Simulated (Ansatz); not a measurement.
# AlCo: relaxation of cell and atoms with PBEsol

Crystal: AlCo.

```xyz
2
Lattice="2.8194 0.0000 0.0000 0.0000 2.8194 0.0000 0.0000 0.0000 2.8194" Properties=species:S:1:pos:R:3 pbc="T T T"
Co    1.4097    1.4097    1.4097
Al    0.0000    0.0000    0.0000
```

The cell is a database's computed one.

- Program: Ansatz 0.2.0
- Task: relaxation of cell and atoms
- Functional: PBEsol
- Potentials or basis: Ansatz PAW
- Cutoff: 420 eV (not typed: the program's choice for these potentials)
- k mesh: 9 × 9 × 9
- Occupations: fermi-dirac, width 0.05 eV
- Spin: collinear spin, ferromagnetic start
- Starting moments: [2.0, 0.0] μB
- Target pressure: 5 GPa
- Target pressure (GPa): 5

```json
{"Relaxed volume": "10.97 Å³/atom", "Relaxed cell": "a = 2.800 Å, b = 2.800 Å, c = 2.800 Å, α = 90.00°, β = 90.00°, γ = 90.00°", "Space group after relaxing (to 0.05 Å)": "Pm-3m (No. 221)", "Energy change on relaxing (the enthalpy is what falls)": "+4.0 meV/atom", "Ionic steps": "5", "Pressure after relaxing": "5.0 GPa", "Band gap on the k mesh": "none (metal or under the smearing width)", "Net moment": "0.00 μB per cell", "Absolute moment": "0.00 μB per cell"}
```

Step by step:
```tsv
step	energy change (eV)	largest force (eV/Å)	volume (Å³)
1	0.0000	0.0000	22.41
2	0.0031	0.0000	22.14
3	0.0079	0.0000	21.94
4	0.0078	0.0000	21.95
5	0.0080	0.0000	21.95
```

Final structure:
```xyz
2
Lattice="2.7997 0.0000 0.0000 0.0000 2.7997 0.0000 0.0000 0.0000 2.7997" Properties=species:S:1:pos:R:3 pbc="T T T"
Co    1.3999    1.3999    1.3999
Al    0.0000    0.0000    0.0000
```

Levels at points of the mesh, in eV from the Fermi level:
Spin up:
```csv
k point,band 8,band 9,band 10,band 11,band 12,band 13
"(0.00, 0.00, 0.00)",-0.87,-0.87,-0.87,6.21,6.21,6.21
```
Spin down:
```tsv
k point	band 7	band 8	band 9	band 10	band 11	band 12	band 13	band 14
(0.00, 0.00, 0.00)	-3.24	-0.87	-0.87	-0.87	6.21	6.21	6.21	8.95
```

It took 4.7 s on 2 threads of Intel(R) Xeon(R) Platinum 8488C (Sapphire Rapids), on a shared host, peak memory 0.36 GiB.

Caveat: the starting moments collapsed, and a magnetic state may lie lower; the plane-wave basis is chosen anew once the cell has moved, so the energies of steps on either side of that aren't comparable; the PAW data sets come from PBE, with cores solved anew for the run's functional, which leaves a small shift of forces and pressure; the starting moments weren't kept.
